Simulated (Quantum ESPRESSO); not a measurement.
A run of Quantum ESPRESSO 7.5:

File pw.in:

```
&CONTROL
  calculation = 'scf'
  prefix = 'pwscf'
  outdir = './tmp'
  pseudo_dir = './pseudo'
  tprnfor = .true.
  tstress = .true.
  disk_io = 'low'
/
&SYSTEM
  ibrav = 0
  celldm(1) = 8
  nat = 4
  ntyp = 2
  ecutwfc = 45
  ecutrho = 360
  nbnd = 24
  occupations = 'smearing'
  smearing = 'fd'
  degauss = 0.00367493
/
&ELECTRONS
  conv_thr = 8d-10
  electron_maxstep = 120
  mixing_beta = 0.5
/
ATOMIC_SPECIES
S     32.0600 s_pbesol_v1.4.uspp.F.UPF
Mg    24.3050 mg_pbesol_v1.4.uspp.F.UPF
CELL_PARAMETERS alat
  0.9530414206413   0.0000000000000   0.0000000000000
 -0.4765207103207   0.8253580811420   0.0000000000000
  0.0000000000000   0.0000000000000   1.5194092941530
ATOMIC_POSITIONS crystal
S      0.6666666667    0.3333333333    0.8792441500
S      0.3333333333    0.6666666667    0.3792441500
Mg     0.3333333333    0.6666666667    0.9957548500
Mg     0.6666666667    0.3333333333    0.4957548500
K_POINTS automatic
8 8 4 0 0 0
```

bands.in

```
&CONTROL
  calculation = 'bands'
  prefix = 'pwscf'
  outdir = './tmp'
  pseudo_dir = './pseudo'
  disk_io = 'low'
  verbosity = 'high'
/
&SYSTEM
  ibrav = 0
  celldm(1) = 8
  nat = 4
  ntyp = 2
  ecutwfc = 45
  ecutrho = 360
  nbnd = 24
  occupations = 'smearing'
  smearing = 'fd'
  degauss = 0.00367493
/
&ELECTRONS
  conv_thr = 1d-08
  electron_maxstep = 120
  mixing_beta = 0.5
  diago_full_acc = .true.
  startingwfc = 'random'
/
ATOMIC_SPECIES
S     32.0600 s_pbesol_v1.4.uspp.F.UPF
Mg    24.3050 mg_pbesol_v1.4.uspp.F.UPF
CELL_PARAMETERS alat
  0.9530414206413   0.0000000000000   0.0000000000000
 -0.4765207103207   0.8253580811420   0.0000000000000
  0.0000000000000   0.0000000000000   1.5194092941530
ATOMIC_POSITIONS crystal
S      0.6666666667    0.3333333333    0.8792441500
S      0.3333333333    0.6666666667    0.3792441500
Mg     0.3333333333    0.6666666667    0.9957548500
Mg     0.6666666667    0.3333333333    0.4957548500
K_POINTS crystal
60
 0.0000000000  0.0000000000  0.0000000000 1
 0.0714285714  0.0000000000  0.0000000000 1
 0.1428571429  0.0000000000  0.0000000000 1
 0.2142857143  0.0000000000  0.0000000000 1
 0.2857142857  0.0000000000  0.0000000000 1
 0.3571428571  0.0000000000  0.0000000000 1
 0.4285714286  0.0000000000  0.0000000000 1
 0.5000000000  0.0000000000  0.0000000000 1
 0.4583333333  0.0833333333  0.0000000000 1
 0.4166666667  0.1666666667  0.0000000000 1
 0.3750000000  0.2500000000  0.0000000000 1
 0.3333333333  0.3333333333  0.0000000000 1
 0.2962962963  0.2962962963  0.0000000000 1
 0.2592592593  0.2592592593  0.0000000000 1
 0.2222222222  0.2222222222  0.0000000000 1
 0.1851851852  0.1851851852  0.0000000000 1
 0.1481481481  0.1481481481  0.0000000000 1
 0.1111111111  0.1111111111  0.0000000000 1
 0.0740740741  0.0740740741  0.0000000000 1
 0.0370370370  0.0370370370  0.0000000000 1
 0.0000000000  0.0000000000  0.0000000000 1
 0.0000000000  0.0000000000  0.1250000000 1
 0.0000000000  0.0000000000  0.2500000000 1
 0.0000000000  0.0000000000  0.3750000000 1
 0.0000000000  0.0000000000  0.5000000000 1
 0.0625000000  0.0000000000  0.5000000000 1
 0.1250000000  0.0000000000  0.5000000000 1
 0.1875000000  0.0000000000  0.5000000000 1
 0.2500000000  0.0000000000  0.5000000000 1
 0.3125000000  0.0000000000  0.5000000000 1
 0.3750000000  0.0000000000  0.5000000000 1
 0.4375000000  0.0000000000  0.5000000000 1
 0.5000000000  0.0000000000  0.5000000000 1
 0.4666666667  0.0666666667  0.5000000000 1
 0.4333333333  0.1333333333  0.5000000000 1
 0.4000000000  0.2000000000  0.5000000000 1
 0.3666666667  0.2666666667  0.5000000000 1
 0.3333333333  0.3333333333  0.5000000000 1
 0.3030303030  0.3030303030  0.5000000000 1
 0.2727272727  0.2727272727  0.5000000000 1
 0.2424242424  0.2424242424  0.5000000000 1
 0.2121212121  0.2121212121  0.5000000000 1
 0.1818181818  0.1818181818  0.5000000000 1
 0.1515151515  0.1515151515  0.5000000000 1
 0.1212121212  0.1212121212  0.5000000000 1
 0.0909090909  0.0909090909  0.5000000000 1
 0.0606060606  0.0606060606  0.5000000000 1
 0.0303030303  0.0303030303  0.5000000000 1
 0.0000000000  0.0000000000  0.5000000000 1
 0.5000000000  0.0000000000  0.5000000000 1
 0.5000000000  0.0000000000  0.4000000000 1
 0.5000000000  0.0000000000  0.3000000000 1
 0.5000000000  0.0000000000  0.2000000000 1
 0.5000000000  0.0000000000  0.1000000000 1
 0.5000000000  0.0000000000  0.0000000000 1
 0.3333333333  0.3333333333  0.0000000000 1
 0.3333333333  0.3333333333  0.1250000000 1
 0.3333333333  0.3333333333  0.2500000000 1
 0.3333333333  0.3333333333  0.3750000000 1
 0.3333333333  0.3333333333  0.5000000000 1
```

Potentials or basis: GBRV 1.5 PBEsol.

Launch:

```bash
$ OMP_NUM_THREADS=1 mpirun -n 2 pw.x -nk 2 -in pw.in > pw.out
$ OMP_NUM_THREADS=1 mpirun -n 2 pw.x -nk 2 -in bands.in > bands.out
```

Hardware: 2 MPI ranks on Intel(R) Xeon(R) 6975P-C (Granite Rapids), with other jobs on the host.

Problem. How long does it take, and how much memory?

Solution. It took 45 s on 2 MPI ranks on Intel(R) Xeon(R) 6975P-C (Granite Rapids), with other jobs on the host, peak memory 0.42 GiB a rank. Counts: scf iterations 9, k pools 2, bands 24, k points 30, g dense 70441.
